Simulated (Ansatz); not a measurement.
# BN: the cost of one run

Program: Ansatz 0.2.0. Level of theory: DFT PBEsol, frozen-core PAW, scalar-relativistic unless said. These are calculated values, not measurements.

The COD entry's cell or inner coordinates are ideal or old and differ from later refinements, so a difference from it is no clean test against experiment.

**1. The system as given**

It takes space group P6_3/mmc (No. 194, hexagonal). The conventional cell has a = 2.498 Å, b = 2.498 Å, c = 6.636 Å, α = 90.00°, β = 90.00°, γ = 120.00°. B (site symmetry -6m2) is surrounded by 3 N at 1.44 Å. N (site symmetry -6m2) has 3 B at 1.44 Å as nearest neighbours.

As a file:

```
CELL_PARAMETERS angstrom
2.49824 0.00000 0.00000
-1.24912 2.16354 0.00000
0.00000 0.00000 6.63570
ATOMIC_POSITIONS crystal
B 0.33333 0.66667 0.25000
B 0.66667 0.33333 0.75000
N 0.33333 0.66667 0.75000
N 0.66667 0.33333 0.25000
```

Cartesian axes are those of the input's lattice vectors. The structure goes back to a database entry.

**2. Cell and atoms relaxed, PAW**

File input.yaml:

```yaml
crystal:
  lattice:
    - [2.49824000002, 0.0, 0.0]
    - [-1.24912000001, 2.16353930477, 0.0]
    - [0.0, 0.0, 6.6357]
  atoms:
    - { symbol: B, position: [0.333333333333, 0.666666666667, 0.25] }
    - { symbol: B, position: [0.666666666667, 0.333333333333, 0.75] }
    - { symbol: "N", position: [0.333333333333, 0.666666666667, 0.75] }
    - { symbol: "N", position: [0.666666666667, 0.333333333333, 0.25] }
kpoints:
  mp_grid: { grid: [16, 16, 6] }
scf:
  occupations: { method: fermi_dirac, width: 0.1 }
hamiltonian:
  xc: pbesol
  pseudopotentials: { kind: paw }
relax:
  f_tol: 0.002
  max_steps: 80
  cell: {}
output:
  forces: true
  stress: true
```

Launch:

```bash
> ansatz run input.yaml --threads 1 --pin off --max-ram 3072MiB --backend cpu --events-out ev --progress --plain --runs-dir out
```

**Question.** How long does this run take on 1 thread of Intel Xeon Platinum 8375C at 2.90GHz (Ice Lake), shared host, and how much memory does it need?

About 28 s, with a peak of 0.38 GiB.
